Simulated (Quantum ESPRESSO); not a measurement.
The system is Ir.

```
CELL_PARAMETERS angstrom
0.00000 1.91560 1.91560
1.91560 0.00000 1.91560
1.91560 1.91560 0.00000
ATOMIC_POSITIONS crystal
Ir 0.00000 0.00000 0.00000
```

Base run:

| Item | Value |
| --- | --- |
| Program | Quantum ESPRESSO 7.5 |
| Functional | PBE |
| Potentials or basis | PseudoDojo 0.4.1 SR PBE standard |
| Cutoff | 925 eV |
| Density cutoff | 3701 eV |
| k mesh | 12 × 12 × 12 |
| Occupations | fermi-dirac, width 0.05 eV |
| Spin | no spin polarisation |

Its results: band gap on the k mesh none (metal or under the smearing width); pressure 10.4 GPa.

**Question.** The run is repeated on the same cell with these changes: functional from PBE to LDA; potentials or basis from PseudoDojo 0.4.1 SR PBE standard to PseudoDojo 0.4.1 SR LDA standard; cutoff from 925 eV to 762 eV; density cutoff from 3701 eV to 3048 eV. What comes out?

**Answer.** Band gap on the k mesh none (metal or under the smearing width); pressure -8.6 GPa.

Caveats: spin-orbit coupling is left out, which moves the levels of the heavy elements.
